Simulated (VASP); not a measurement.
# TiPt3 (Pm-3m) in VASP: notebook, part 2 of 3

VASP 6.6.1. Earlier steps stand in the parts before.

**3. Relaxation of cell and atoms, PBE+D3(BJ)**

INCAR reads:

```
ALGO     = Fast           # electronic algorithm
EDIFF    = 1E-7           # SCF threshold, eV
EDIFFG   = -0.01          # ionic threshold
ENCUT    = 600            # plane-wave cutoff, eV
GGA      = PE             # functional
IBRION   = 2              # ionic algorithm
ISIF     = 3              # what is computed and relaxed
ISMEAR   = 0              # smearing method
IVDW     = 12             # dispersion correction
LASPH    = T              # aspherical terms in the spheres
LCHARG   = F              # write CHGCAR
LREAL    = F              # projectors in reciprocal space
LWAVE    = F              # write WAVECAR
NELM     = 100            # most SCF steps
NSW      = 100            # ionic steps
PREC     = Accurate       # precision mode
SIGMA    = 0.1            # smearing width, eV
```

KPOINTS reads:

```
k-points
0
Gamma
  12 12 12
```

POSCAR reads:

```
TiPt3
1.0
    3.9040543981      0.0000000000      0.0000000000
    0.0000000000      3.9040543981      0.0000000000
    0.0000000000      0.0000000000      3.9040543981
Ti Pt
1 3
Direct
    0.0000000000      0.0000000000      0.0000000000
    0.5000000000      0.5000000000      0.0000000000
    0.5000000000      0.0000000000      0.5000000000
    0.0000000000      0.5000000000      0.5000000000
```

Potentials or basis: VASP PAW PBE potentials, release 64 (Ti_sv, Pt).

The run is started by

```sh
> cat potpaw_PBE.64/Ti_sv/POTCAR potpaw_PBE.64/Pt/POTCAR > POTCAR
> mpirun -np 1 vasp_std > vasp.out
```

OUTCAR:

```text
EDIFF = 1E-7
   EDIFFG = -0.01
   ENCUT = 600
   GGA = PE
   IBRION = 2
   ISIF = 3
   ISMEAR = 0
   IVDW = 12
   LASPH = T
   LREAL = F
   NELM = 100
   NSW = 100
   PREC = Accurate
 IVDW          = 12

 ion  position               nearest neighbor table
   1  0.000  0.000  0.000-   2 2.76   3 2.76   4 2.76   3 2.76   4 2.76   2 2.76   4 2.76   4 2.76
                             2 2.76   3 2.76   3 2.76   2 2.76
   2  0.500  0.500  0.000-   1 2.76   3 2.76   4 2.76   3 2.76   4 2.76   1 2.76   3 2.76   3 2.76
                             1 2.76   4 2.76   4 2.76   1 2.76
   3  0.500  0.000  0.500-   1 2.76   2 2.76   4 2.76   1 2.76   2 2.76   2 2.76   4 2.76   2 2.76
                             1 2.76   4 2.76   1 2.76   4 2.76
   4  0.000  0.500  0.500-   1 2.76   2 2.76   3 2.76   1 2.76   2 2.76   1 2.76   3 2.76   1 2.76
                             2 2.76   3 2.76   2 2.76   3 2.76

  LATTYP: Found a simple cubic cell.
 ALAT       =     3.9040543981

  Lattice vectors:

 A1 = (   3.9040543981,   0.0000000000,   0.0000000000)
 A2 = (   0.0000000000,   3.9040543981,   0.0000000000)
 A3 = (   0.0000000000,   0.0000000000,   3.9040543981)

Analysis of symmetry for initial positions (statically):
=====================================================================
 Subroutine PRICEL returns:
 Original cell was already a primitive cell.

 Routine SETGRP: Setting up the symmetry group for a
 simple cubic supercell.

 Subroutine GETGRP returns: Found 48 space group operations
 (whereof 48 operations were pure point group operations)
 out of a pool of 48 trial point group operations.

The static configuration has the point symmetry O_h .

Analysis of symmetry for dynamics (positions and initial velocities):
=====================================================================
 Subroutine PRICEL returns:
 Original cell was already a primitive cell.

 Routine SETGRP: Setting up the symmetry group for a
 simple cubic supercell.

 Subroutine GETGRP returns: Found 48 space group operations
 (whereof 48 operations were pure point group operations)
 out of a pool of 48 trial point group operations.

The dynamic configuration has the point symmetry O_h .

 Subroutine INISYM returns: Found 48 space group operations
 (whereof 48 operations are pure point group operations),
 and found     1 'primitive' translations

----------------------------------------------------------------------------------------

[... 109 lines left out ...]
   EMIN   =  10.00;   EMAX   =-10.00  energy-range for DOS
   EFERMI =   0.00;   METHOD = LEGACY
   ISMEAR =     0;   SIGMA  =   0.10  broadening in eV -4-tet -1-fermi 0-gaus
   EFERMI_NEDOS =   21; number of points for ismear=-14 and -15
   IALGO  =     68    algorithm
   IMIX   =      4    mixing-type and parameters
     AMIX     =   0.40;   BMIX     =  1.00
     AMIX_MAG =   1.60;   BMIX_MAG =  1.00
  volume/ion in A,a.u.               =      14.88       100.39
  Fermi-wavevector in a.u.,A,eV,Ry     =   1.457612  2.754488 28.907401  2.124634
  Thomas-Fermi vector in A             =   2.574393
   LORBIT       =      0    0 simple, 1 ext, 2 COOP (PROOUT), +10 PAW based schemes
   GGA     = PE    functional components
   LHFCALC =     F    Hartree Fock is set to
   AEXX    =    0.0000 exact exchange contribution
   IVDW    =    12    specifies the selected vdW correction
   LEPSILON=     F    determine dielectric tensor
   LRPA    =     F    only Hartree local field effects (RPA)
 conjugate gradient relaxation of ions
 non-spin polarized calculation
 RMM-DIIS sequential band-by-band and
 Gauss-broadening in eV      SIGMA  =   0.10
  energy-cutoff  :      600.00
  volume of cell :       59.50
 maximum number of plane-waves:      2008
 NGX is ok and might be reduce to    32
   NGX = 15   NGY = 15   NGZ = 15

--------------------------------------- Ionic step        1  -------------------------------------------

 number of electron      41.9999996 magnetization

 Free energy of the ion-electron system (eV)
  ---------------------------------------------------
  ext. energy  EPLUGINS =         0.00000000
  ---------------------------------------------------
  free energy    TOTEN  =       -29.50680787 eV

  energy without entropy =      -29.50175207  energy(sigma->0) =      -29.50427997

------------------------ aborting loop because EDIFF is reached ----------------------------------------

 Edisp (eV)   -3.06087

 E8    (eV) :    -1.4166
[... 75 lines left out ...]
--------------------------------------- Ionic step        3  -------------------------------------------

 number of electron      41.9999997 magnetization

 Free energy of the ion-electron system (eV)
  ---------------------------------------------------
  ext. energy  EPLUGINS =         0.00000000
  ---------------------------------------------------
  free energy    TOTEN  =       -29.50280996 eV

  energy without entropy =      -29.49776633  energy(sigma->0) =      -29.50028815

 E-fermi :  11.7740     XC(G=0): -13.2597

 val. band max:       11.7686826534   @ k =   0.4167   0.0833   0.0833
 cond. band min:      11.7948667518   @ k =   0.4167   0.0833   0.0000
 fundamental gap:      0.0261840984
 Fermi energy:        11.7740074700

 k-point     1 :       0.0000    0.0000    0.0000
  band No.  band energies     occupation
      1     -46.4124      2.00000
      2     -22.6298      2.00000
      3     -22.6298      2.00000
      4     -22.6298      2.00000
      5       1.6099      2.00000
      6       4.4075      2.00000
[... 661 lines left out ...]
     24      12.4478      0.00000
     25      12.5460      0.00000

 [... further k-points ...]

------------------------ aborting loop because EDIFF is reached ----------------------------------------

 Edisp (eV)   -3.06495

 E8    (eV) :    -1.4185
[... 27 lines left out ...]
  FREE ENERGIE OF THE ION-ELECTRON SYSTEM (eV)
  ---------------------------------------------------
  free  energy   TOTEN  =       -32.5677553803 eV

  energy  without entropy=      -32.5627117501  energy(sigma->0) =      -32.56523357

 reached required accuracy - stopping structural energy minimisation
```

OSZICAR:

```text
N       E                     dE             d eps       ncg     rms          rms(c)
DAV:   1     0.412656712143E+03    0.41266E+03   -0.23283E+04  4200   0.202E+03
DAV:   2     0.438034691370E+01   -0.40828E+03   -0.40070E+03  4468   0.484E+02
DAV:   3    -0.314331428635E+02   -0.35813E+02   -0.34481E+02  6376   0.118E+02
[... 83 lines left out ...]
RMM:  10    -0.295028097130E+02   -0.50131E-06   -0.57292E-06  4025   0.879E-03    0.114E-02
RMM:  11    -0.295028099780E+02   -0.26505E-06   -0.38210E-06  3964   0.798E-03    0.797E-03
RMM:  12    -0.295028100042E+02   -0.26186E-07   -0.19323E-06  3699   0.647E-03    0.502E-03
RMM:  13    -0.295028099846E+02    0.19639E-07   -0.12616E-06  3620   0.591E-03    0.207E-03
RMM:  14    -0.295028099632E+02    0.21406E-07   -0.73206E-07  3462   0.495E-03
   3 F= -.32567755E+02 E0= -.32565234E+02  d E =-.767656E-04
```

CONTCAR:

```text
TiPt3
   1.00000000000000
     3.9023935283621700    0.0000000000000000   -0.0000000000000000
     0.0000000000000000    3.9023935283621700   -0.0000000000000000
     0.0000000000000000    0.0000000000000000    3.9023935283621700
  Ti              Pt
     1     3
Direct
     0.0000000000000000    0.0000000000000000    0.0000000000000000
     0.5000000000000000    0.5000000000000000    0.0000000000000000
     0.5000000000000000    0.0000000000000000    0.5000000000000000
     0.0000000000000000    0.5000000000000000    0.5000000000000000

  0.00000000E+00  0.00000000E+00  0.00000000E+00
  0.00000000E+00  0.00000000E+00  0.00000000E+00
  0.00000000E+00  0.00000000E+00  0.00000000E+00
  0.00000000E+00  0.00000000E+00  0.00000000E+00
```

Wall time 6 min (1 thread of Intel Xeon Platinum 8559C (Emerald Rapids), shared host); peak memory 0.3 GiB.

What came out:

```yaml
Free_energy: -32.5678 eV
Relaxed_volume: 14.86 Å³/atom
Relaxed_cell: a = 3.902 Å, b = 3.902 Å, c = 3.902 Å, α = 90.00°, β = 90.00°, γ = 90.00°
Space_group_after_relaxing_to_0.05_Å: Pm-3m (No. 221)
Energy_gained_by_relaxing: 0.0 meV/atom
Ionic_steps: 3
Pressure_after_relaxing: 0.0 GPa
Band_gap_on_the_k_mesh: none (metal or under the smearing width)
Dispersion_energy_per_atom: -0.766 eV
```

Final structure:
```cif
data_structure
_symmetry_space_group_name_H-M 'P 1'
_symmetry_Int_Tables_number 1
_cell_length_a 3.9024
_cell_length_b 3.9024
_cell_length_c 3.9024
_cell_angle_alpha 90.000
_cell_angle_beta 90.000
_cell_angle_gamma 90.000
_cell_volume 59.43
loop_
_atom_site_label
_atom_site_type_symbol
_atom_site_fract_x
_atom_site_fract_y
_atom_site_fract_z
_atom_site_occupancy
Ti1 Ti 0.00000 0.00000 0.00000 1
Pt1 Pt 0.50000 0.50000 0.00000 1
Pt2 Pt 0.50000 0.00000 0.50000 1
Pt3 Pt 0.00000 0.50000 0.50000 1
```

Caveat: pairwise dispersion overbinds metals, which lowers pressure and volume. Spin-orbit coupling is left out, which matters for the levels of Pt.

**4. Single point, PBE+D3(BJ)**

INCAR reads:

```
SYSTEM = TiPt3
  PREC = Accurate
  ENCUT = 520
  EDIFF = 1E-6
  ISMEAR = 0
  SIGMA = 0.1
  LREAL = .False.
  LASPH = .True.
  NELM = 100
  ALGO = Fast
  ISIF = 2
  LWAVE = .False.
  LCHARG = .False.
  GGA = PE
  IVDW = 12
  NBANDS = 29
```

KPOINTS reads:

```
Automatic mesh
0
Gamma
  4 4 4
  0 0 0
```

POSCAR is that of step 3.

Potentials or basis: VASP PAW PBE potentials, release 64 (Ti_sv, Pt).

The run is started by

```sh
> cat potpaw_PBE.64/Ti_sv/POTCAR potpaw_PBE.64/Pt/POTCAR > POTCAR
> mpirun -np 1 vasp_std > vasp.out
```

OUTCAR:

```text
SYSTEM = TiPt3
   PREC = Accurate
   ENCUT = 520
   EDIFF = 1E-6
   ISMEAR = 0
   LREAL = .False.
   LASPH = .True.
   NELM = 100
   ISIF = 2
   GGA = PE
   IVDW = 12
 IVDW          = 12

 ion  position               nearest neighbor table
   1  0.000  0.000  0.000-   2 2.76   3 2.76   4 2.76   3 2.76   4 2.76   2 2.76   4 2.76   4 2.76
                             2 2.76   3 2.76   3 2.76   2 2.76
   2  0.500  0.500  0.000-   1 2.76   3 2.76   4 2.76   3 2.76   4 2.76   1 2.76   3 2.76   3 2.76
                             1 2.76   4 2.76   4 2.76   1 2.76
   3  0.500  0.000  0.500-   1 2.76   2 2.76   4 2.76   1 2.76   2 2.76   2 2.76   4 2.76   2 2.76
                             1 2.76   4 2.76   1 2.76   4 2.76
   4  0.000  0.500  0.500-   1 2.76   2 2.76   3 2.76   1 2.76   2 2.76   1 2.76   3 2.76   1 2.76
                             2 2.76   3 2.76   2 2.76   3 2.76

  LATTYP: Found a simple cubic cell.
 ALAT       =     3.9040543981

  Lattice vectors:

 A1 = (   3.9040543981,   0.0000000000,   0.0000000000)
 A2 = (   0.0000000000,   3.9040543981,   0.0000000000)
 A3 = (   0.0000000000,   0.0000000000,   3.9040543981)

Analysis of symmetry for initial positions (statically):
=====================================================================
 Subroutine PRICEL returns:
 Original cell was already a primitive cell.

 Routine SETGRP: Setting up the symmetry group for a
 simple cubic supercell.

 Subroutine GETGRP returns: Found 48 space group operations
 (whereof 48 operations were pure point group operations)
 out of a pool of 48 trial point group operations.

The static configuration has the point symmetry O_h .

Analysis of symmetry for dynamics (positions and initial velocities):
=====================================================================
 Subroutine PRICEL returns:
 Original cell was already a primitive cell.

 Routine SETGRP: Setting up the symmetry group for a
 simple cubic supercell.

 Subroutine GETGRP returns: Found 48 space group operations
 (whereof 48 operations were pure point group operations)
 out of a pool of 48 trial point group operations.

The dynamic configuration has the point symmetry O_h .

 Subroutine INISYM returns: Found 48 space group operations
 (whereof 48 operations are pure point group operations),
 and found     1 'primitive' translations

----------------------------------------------------------------------------------------

                                     Primitive cell

  volume of cell :      59.5042

  direct lattice vectors                    reciprocal lattice vectors
     3.904054398  0.000000000  0.000000000     0.256143972  0.000000000  0.000000000
     0.000000000  3.904054398  0.000000000     0.000000000  0.256143972  0.000000000
     0.000000000  0.000000000  3.904054398     0.000000000  0.000000000  0.256143972

  length of vectors
     3.904054398  3.904054398  3.904054398     0.256143972  0.256143972  0.256143972

  position of ions in fractional coordinates (direct lattice)
     0.000000000  0.000000000  0.000000000
     0.500000000  0.500000000  0.000000000
     0.500000000  0.000000000  0.500000000
     0.000000000  0.500000000  0.500000000

  ion indices of the primitive-cell ions
   primitive index   ion index
                 1           1
                 2           2
[... 33 lines left out ...]
  0.500000  0.000000  0.000000      3.000000
  0.250000  0.250000  0.000000     12.000000
  0.500000  0.250000  0.000000     12.000000
  0.500000  0.500000  0.000000      3.000000
  0.250000  0.250000  0.250000      8.000000
  0.500000  0.250000  0.250000     12.000000
  0.500000  0.500000  0.250000      6.000000
  0.500000  0.500000  0.500000      1.000000
   k-points           NKPTS =     10   k-points in BZ     NKDIM =     10   number of bands    NBANDS=     29
   number of dos      NEDOS =    301   number of ions     NIONS =      4
   total plane-waves  NPLWV =  27000
   dimension x,y,z NGX =    30 NGY =   30 NGZ =   30
   dimension x,y,z NGXF=    60 NGYF=   60 NGZF=   60
   ions per type =               1   3
   NGX,Y,Z   is equivalent  to a cutoff of  12.77, 12.77, 12.77 a.u.
   NGXF,Y,Z  is equivalent  to a cutoff of  25.55, 25.55, 25.55 a.u.
 SYSTEM =  TiPt3
   PREC   = accura    normal or accurate (medium, high low for compatibility)
   ISTART =      0    job   : 0-new  1-cont  2-samecut
   ICHARG =      2    charge: 1-file 2-atom 10-const
   ISPIN  =      1    spin polarized calculation?
   LNONCOLLINEAR =      F non collinear calculations
   LSORBIT =      F    spin-orbit coupling
   LASPH  =      T    aspherical Exc in radial PAW
   ENCUT  =  520.0 eV  38.22 Ry    6.18 a.u.   7.26  7.26  7.26*2*pi/ulx,y,z
   NELM   =    100;   NELMIN=  2; NELMDL= -5     # of ELM steps
   EDIFF  = 0.1E-05   stopping-criterion for ELM
   LREAL  =      F    real-space projection
   EDIFFG = 0.1E-04   stopping-criterion for IOM
   NSW    =      0    number of steps for IOM
   IBRION =     -1    ionic relax: 0-MD 1-quasi-New 2-CG
   NFREE  =      0    steps in history (QN), initial steepest desc. (CG)
   ISIF   =      2    stress and relaxation
   ISYM   =      2    0-nonsym 1-usesym 2-fastsym
   POTIM  = 0.5000    time-step for ionic-motion
   TEBEG  =    0.0;   TEEND  =   0.0 temperature during run
   PSTRESS=    0.0 pullay stress
   NELECT =      42.0000    total number of electrons
   NUPDOWN=      -1.0000    fix difference up-down
   EMIN   =  10.00;   EMAX   =-10.00  energy-range for DOS
   EFERMI =   0.00;   METHOD = LEGACY
   ISMEAR =     0;   SIGMA  =   0.10  broadening in eV -4-tet -1-fermi 0-gaus
   EFERMI_NEDOS =   21; number of points for ismear=-14 and -15
   IALGO  =     68    algorithm
   IMIX   =      4    mixing-type and parameters
     AMIX     =   0.40;   BMIX     =  1.00
     AMIX_MAG =   1.60;   BMIX_MAG =  1.00
  volume/ion in A,a.u.               =      14.88       100.39
  Fermi-wavevector in a.u.,A,eV,Ry     =   1.457612  2.754488 28.907401  2.124634
  Thomas-Fermi vector in A             =   2.574393
   LORBIT       =      0    0 simple, 1 ext, 2 COOP (PROOUT), +10 PAW based schemes
   GGA     = PE    functional components
   LHFCALC =     F    Hartree Fock is set to
   AEXX    =    0.0000 exact exchange contribution
   IVDW    =    12    specifies the selected vdW correction
   LEPSILON=     F    determine dielectric tensor
   LRPA    =     F    only Hartree local field effects (RPA)
 non-spin polarized calculation
 RMM-DIIS sequential band-by-band and
 Gauss-broadening in eV      SIGMA  =   0.10
  energy-cutoff  :      520.00
  volume of cell :       59.50
 maximum number of plane-waves:      1628
 NGX is ok and might be reduce to    30
   NGX = 15   NGY = 15   NGZ = 15

 number of electron      41.9999999 magnetization

 Free energy of the ion-electron system (eV)
  ---------------------------------------------------
  ext. energy  EPLUGINS =         0.00000000
  ---------------------------------------------------
  free energy    TOTEN  =       -29.51679438 eV

  energy without entropy =      -29.50615029  energy(sigma->0) =      -29.51147233

 E-fermi :  11.7741     XC(G=0): -13.2541

 val. band max:       11.5650275088   @ k =   0.5000   0.0000   0.0000
 cond. band min:      11.7875312197   @ k =   0.0000   0.0000   0.0000
 fundamental gap:      0.2225037109
 Fermi energy:        11.7741119439

 k-point     1 :       0.0000    0.0000    0.0000
  band No.  band energies     occupation
      1     -46.4213      2.00000
      2     -22.6381      2.00000
      3     -22.6381      2.00000
      4     -22.6381      2.00000
      5       1.5968      2.00000
      6       4.3884      2.00000
[... 309 lines left out ...]
     28      13.3014      0.00000
     29      17.3593      0.00000

------------------------ aborting loop because EDIFF is reached ----------------------------------------

 Edisp (eV)   -3.06087

 E8    (eV) :    -1.4166

  FORCE on cell =-STRESS in cart. coord.  units (eV):
  Direction    XX          YY          ZZ          XY          YZ          ZX
  --------------------------------------------------------------------------------------
  -------------------------------------------------------------------------------------
  Total      -0.23627    -0.23627    -0.23627     0.00000    -0.00000    -0.00000
  in kB      -6.36177    -6.36177    -6.36177     0.00000    -0.00000    -0.00000
  external pressure =       -6.36 kB  Pullay stress =        0.00 kB

 VOLUME and BASIS-vectors are now :
 -----------------------------------------------------------------------------
  energy-cutoff  :      520.00
  volume of cell :       59.50
      direct lattice vectors                 reciprocal lattice vectors
     3.904054398  0.000000000  0.000000000     0.256143972  0.000000000  0.000000000
     0.000000000  3.904054398  0.000000000     0.000000000  0.256143972  0.000000000
     0.000000000  0.000000000  3.904054398     0.000000000  0.000000000  0.256143972

 POSITION                                       TOTAL-FORCE (eV/Angst)
 -----------------------------------------------------------------------------------
      0.00000      0.00000      0.00000         0.000000      0.000000      0.000000
      1.95203      1.95203      0.00000         0.000000      0.000000      0.000000
      1.95203      0.00000      1.95203         0.000000      0.000000      0.000000
      0.00000      1.95203      1.95203         0.000000      0.000000      0.000000
 -----------------------------------------------------------------------------------
    total drift:                                0.000000      0.000000     -0.000000

  FREE ENERGIE OF THE ION-ELECTRON SYSTEM (eV)
  ---------------------------------------------------
  free  energy   TOTEN  =       -32.5776651269 eV

  energy  without entropy=      -32.5670210338  energy(sigma->0) =      -32.57234308
```

It took 37 s on 1 thread of Intel Xeon Platinum 8559C (Emerald Rapids), shared host; peak memory 0.17 GiB.

What came out:

```
Free energy                : -32.5777 eV
Pressure                   : -0.6 GPa
Band gap on the k mesh     : none (metal or under the smearing width)
Dispersion energy per atom : -0.765 eV
```

Levels at points of the mesh, in eV from the Fermi level:
```tsv
k point	band 17	band 18	band 19	band 20	band 21	band 22	band 23	band 24	band 25	band 26
(0.00, 0.00, 0.00)	-0.54	0.01	0.01	0.01	1.38	1.38	1.59	1.59	1.59	2.00
(0.50, 0.00, 0.00)	-2.68	-2.68	-2.61	-1.39	-0.21	-0.21	0.02	0.46	0.76	1.97
(0.50, 0.50, 0.00)	-3.12	-3.12	-2.44	-2.31	-2.27	0.20	0.20	0.37	1.47	1.47
(0.50, 0.50, 0.50)	-0.96	-0.68	-0.68	-0.68	-0.48	-0.48	-0.48	1.18	1.18	1.18
```

Caveat: the k mesh is coarse (spacing up to 0.40 Å⁻¹), so the values aren't converged; pairwise dispersion overbinds metals, which lowers pressure and volume.

(Continued in part 3 of 3.)
